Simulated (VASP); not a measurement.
Set up this calculation in VASP 6.6.1, as the native input.

```
Task                   : band structure
Functional             : PBE
Potentials or basis    : VASP PAW PBE potentials, release 64 (B)
Cutoff                 : 520 eV
k mesh                 : 14 × 14 × 14
Occupations            : fermi-dirac, width 0.05 eV
Spin                   : no spin polarisation
Further INCAR settings : ALGO = Fast; EDIFF = 1e-06
```

The structure of B lies in POSCAR:

```
B
1.0
    1.8852400000      0.0000000000      0.0000000000
    0.0000000000      1.8852400000      0.0000000000
    0.0000000000      0.0000000000      1.8852400000
B
1
Direct
    0.5000000000      0.5000000000      0.5000000000
```

The cell was built by a generator and needn't be a form met in nature.

These files were run (other wordings do the same):

INCAR

```
  PREC = Accurate
  ENCUT = 520
  EDIFF = 1E-6
  ISMEAR = -1
  SIGMA = 0.05
  LREAL = False
  LASPH = True
  NELM = 100
  ALGO = Fast
  ISIF = 2
  LWAVE = False
  LCHARG = False
  GGA = PE
```

KPOINTS

```
regular mesh
0
Gamma
  14 14 14
```

KPOINTS_OPT

```
path GXMGRX,MR
20
line-mode
reciprocal
 0.0000000000  0.0000000000  0.0000000000  G
 0.0000000000  0.5000000000  0.0000000000  X

 0.0000000000  0.5000000000  0.0000000000  X
 0.5000000000  0.5000000000  0.0000000000  M

 0.5000000000  0.5000000000  0.0000000000  M
 0.0000000000  0.0000000000  0.0000000000  G

 0.0000000000  0.0000000000  0.0000000000  G
 0.5000000000  0.5000000000  0.5000000000  R

 0.5000000000  0.5000000000  0.5000000000  R
 0.0000000000  0.5000000000  0.0000000000  X

 0.5000000000  0.5000000000  0.0000000000  M
 0.5000000000  0.5000000000  0.5000000000  R
```

Potentials or basis: VASP PAW PBE potentials, release 64 (B).

Run with:

```console
$ cat potpaw_PBE.64/B/POTCAR > POTCAR
$ mpirun -np 1 vasp_std > vasp.out
```

Results of the run:

```json
{"Pressure": "0.4 GPa", "Band gap along the path": "none (metal or under the smearing width)"}
```

Run time: 2.4 s on 1 thread of Intel(R) Xeon(R) Platinum 8559C (Emerald Rapids), with other jobs on the host, peak memory 0.11 GiB.
